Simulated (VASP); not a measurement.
## Be: equation of state with PBE

Be:

```
Be
1.0
     2.28530    0.00000    0.00000
    -1.14265    1.97913    0.00000
     0.00000    0.00000    3.58420
Be
2
Direct
  0.66667 0.33333 0.75000
  0.33333 0.66667 0.25000
```

| Item | Value |
| --- | --- |
| Program | VASP 6.6.1 |
| Task | equation of state |
| Functional | PBE |
| Potentials or basis | VASP PAW PBE potentials, release 64 (Be) |
| Cutoff | 520 eV |
| k mesh | 13 × 13 × 8 |
| Occupations | fermi-dirac, width 0.05 eV |
| Spin | no spin polarisation |

```
Equilibrium volume                        : 7.93 Å³/atom
Bulk modulus at fixed shape and positions : 123 GPa
Pressure derivative of the bulk modulus   : 3.3
```

Energy against volume, from the lowest point:
```
volume (Å³/atom)  energy (meV/atom)
           7.619               4.79
           7.781               1.01
           7.943               0.00
           8.105               1.51
           8.268               5.34
           8.430              11.29
           8.592              19.18
```

All runs of the series together: 2.2 min on 1 thread of AMD EPYC 7R43 64-Core Processor (Zen 3), with other jobs on the host.

Caveat: the cell was scaled at fixed shape and fractional positions, which overstates the stiffness of a crystal with free parameters, most of all of layers and chains.
